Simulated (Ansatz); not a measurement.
The system is P, a slab with vacuum.

```
P
1.0
     3.28373    0.00000    0.00000
     0.00000   34.85703    0.00000
     0.00000    0.00000    4.63208
P
4
Direct
  0.50000 0.97026 0.90785
  0.50000 0.02974 0.09215
  0.00000 0.02974 0.40785
  0.00000 0.97026 0.59215
```

Program: Ansatz 0.2.0. Alike in all runs: task projected density of states; potentials or basis Ansatz PAW; no spin polarisation; cell as given; k mesh 5 × 1 × 4; smearing fermi-dirac 0.05 eV.

**Question.** Order these runs on this cell by their band gap on the k mesh, lowest first.
A. level HSE06; cutoff (eV) 420
B. level r2SCAN0; cutoff (eV) 500
C. level r2SCAN; cutoff (eV) 500
D. level PBEsol; cutoff (eV) 420

**Answer.** D (0.88 eV), C (1.10 eV), A (1.60 eV), B (2.38 eV).

Caveats: odd divisions of the mesh miss points on the zone boundary, where band edges often lie, so the gap on the mesh can be too wide.

A k mesh can miss the band edges.
